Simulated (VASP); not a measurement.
Set up this calculation in VASP 6.6.1, as the native input.

```yaml
Task: single point
Functional: PBE
Dispersion: D3(BJ)
Potentials_or_basis: VASP PAW PBE potentials, release 64 (Si)
Cutoff: 520 eV
k_mesh: 15 × 15 × 1
Occupations: gaussian, width 0.1 eV
Spin: no spin polarisation
Dipole_correction: yes
Further_INCAR_settings: ALGO = Fast; EDIFF = 1e-07; NBANDS = 11
```

The structure of Si lies in POSCAR:

```
Si
1.0
    3.7674649302      0.0000000000      0.0000000000
   -1.8837324651      3.2627203374      0.0000000000
    0.0000000000      0.0000000000     28.0000000000
Si
2
Direct
    0.3333333333      0.6666666667      0.5079285714
    0.6666666667      0.3333333333      0.4920714286
```

The cell was built by a generator and needn't be a form met in nature.

The input as run:

INCAR

```
PREC = Accurate ; ENCUT = 520
EDIFF = 1E-7 ; ISMEAR = 0
SIGMA = 0.1 ; LREAL = F
LASPH = T ; NELM = 100
ALGO = Fast ; ISIF = 2
LWAVE = F ; LCHARG = F
LDIPOL = T ; IDIPOL = 3
DIPOL = 0.5 0.5 0.500 ; GGA = PE
IVDW = 12 ; NBANDS = 11
```

KPOINTS

```
regular mesh
0
Gamma
  15 15 1
```

Potentials or basis: VASP PAW PBE potentials, release 64 (Si).

Command:

```bash
$ cat potpaw_PBE.64/Si/POTCAR > POTCAR
$ mpirun -np 1 vasp_std > vasp.out
```

It gave:

The largest force is 0.235 eV/Å. The band gap on the k mesh is none (metal or under the smearing width). The dispersion energy per atom is -0.199 eV.

Wall time 82 s on 1 thread of Intel(R) Xeon(R) 6975P-C (Granite Rapids) (shared host), peak memory 0.45 GiB.
